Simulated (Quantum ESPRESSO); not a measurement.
# BN: equation of state with r2SCAN

The system is BN.

```
CELL_PARAMETERS angstrom
2.49824 0.00000 0.00000
-1.24912 2.16354 0.00000
0.00000 0.00000 6.63570
ATOMIC_POSITIONS crystal
N 0.66667 0.33333 0.25000
N 0.33333 0.66667 0.75000
B 0.66667 0.33333 0.75000
B 0.33333 0.66667 0.25000
```

```json
{
 "Program": "Quantum ESPRESSO 7.5",
 "Task": "equation of state",
 "Functional": "r2SCAN",
 "Potentials or basis": "SG15 PBE 1.2",
 "Cutoff": "1197 eV",
 "Density cutoff": "4789 eV",
 "k mesh": "9 × 9 × 3",
 "Occupations": "fermi-dirac, width 0.05 eV",
 "Spin": "no spin polarisation",
 "Symmetry": "off",
 "Mixing beta": "0.5",
 "Most SCF iterations": "120",
 "SCF threshold": "1e-08 Ry"
}
```

The equilibrium volume is 8.96 Å³/atom. The bulk modulus at fixed shape and positions is 246 GPa and the pressure derivative of the bulk modulus is 3.5.

Energy against volume, from the lowest point:
```csv
volume (Å³/atom),energy (meV/atom)
8.429,26.18
8.608,11.06
8.787,2.52
8.967,0.00
9.146,2.97
9.325,10.95
9.505,23.52
```

All runs of the series together: 30 min on 2 threads of Arm Neoverse V1 (shared host).

Caveat: the potentials were made for another functional, which shifts forces and pressure; the cell was scaled at fixed shape and fractional positions, which overstates the stiffness of a crystal with free parameters, most of all of layers and chains.
